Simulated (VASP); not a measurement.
VASP 6.6.1 run: NaCl

INCAR

```
LASPH = .TRUE.
IBRION = -1
SIGMA = 0.01
NELM = 120
LREAL = .FALSE.
LWAVE = .FALSE.
ISIF = 2
MAGMOM = 1 1
ISPIN = 2
NSW = 0
ISMEAR = 0
ENCUT = 520
EDIFF = 1E-7
LCHARG = .FALSE.
PREC = Accurate
ALGO = Normal
NBANDS = 14
METAGGA = TPSS
```

KPOINTS

```
KPOINTS created by Atomic Simulation Environment
0
Gamma
8 8 8
0 0 0
```

POSCAR

```
Na Cl
 1.0000000000000000
    -0.0000000000000000    2.8026988391075913    2.8026988391075913
     2.8026988391075913   -0.0000000000000000    2.8026988391075913
     2.8026988391075913    2.8026988391075913   -0.0000000000000000
 Na  Cl
   1   1
Cartesian
 -0.0000000000000000 -0.0000000000000000 -0.0000000000000000
  2.8026988391075909  2.8026988391075909  2.8026988391075909
```

The recommended PBE PAW datasets give the neutral cell 14 valence electrons.

Command

```
mpirun -np 1 vasp_std
```

Question: Predict the outcome of this run.

Answer: It converged. Results: pressure 1.2 GPa; magnetic moment of the cell 0.00 μB.

OSZICAR

```
N       E                     dE             d eps       ncg     rms          rms(c)
DAV:   1     0.106041326042E+03    0.10604E+03   -0.76260E+03  1624   0.110E+03
DAV:   2    -0.204025175619E+01   -0.10808E+03   -0.98961E+02  1738   0.304E+02
DAV:   3    -0.116504368740E+02   -0.96102E+01   -0.95109E+01  2182   0.906E+01
DAV:   4    -0.118399294390E+02   -0.18949E+00   -0.18938E+00  2010   0.134E+01
DAV:   5    -0.118436131208E+02   -0.36837E-02   -0.36834E-02  2164   0.193E+00    0.874E+00
DAV:   6    -0.158186447693E+02   -0.39750E+01   -0.42803E+00  1624   0.244E+01    0.349E+00
DAV:   7    -0.158744708251E+02   -0.55826E-01   -0.17122E-01  2062   0.405E+00    0.935E-01
DAV:   8    -0.158812462197E+02   -0.67754E-02   -0.10901E-01  1912   0.265E+00    0.763E-01
DAV:   9    -0.158851911734E+02   -0.39450E-02   -0.27542E-03  2014   0.493E-01    0.511E-01
DAV:  10    -0.158889748078E+02   -0.37836E-02   -0.83469E-03  1816   0.747E-01    0.180E-01
DAV:  11    -0.158895143004E+02   -0.53949E-03   -0.10763E-03  1942   0.355E-01    0.107E-01
DAV:  12    -0.158895383988E+02   -0.24098E-04   -0.41468E-05  1996   0.570E-02    0.664E-02
DAV:  13    -0.158896691260E+02   -0.13073E-03   -0.30178E-04  1750   0.123E-01    0.316E-02
DAV:  14    -0.158896713002E+02   -0.21741E-05   -0.60720E-06  2074   0.217E-02    0.134E-02
DAV:  15    -0.158896713812E+02   -0.81019E-07   -0.42855E-07  1882   0.624E-03
   1 F= -.15889671E+02 E0= -.15889671E+02  d E =-.161972-102  mag=     0.0000
```

Standard output (part)

```
POSCAR found type information on POSCAR NaCl
 POSCAR found :  2 types and       2 ions
 LDA part: xc-table for (None), standard interpolation
 POSCAR, INCAR and KPOINTS ok, starting setup
 WAVECAR not read
 entering main loop
```

For comparison, a separate r²SCAN run of the intended cell, on usual settings and not on those above, gives a gap of 6.00 eV on its mesh and a pressure of -0.1 GPa.
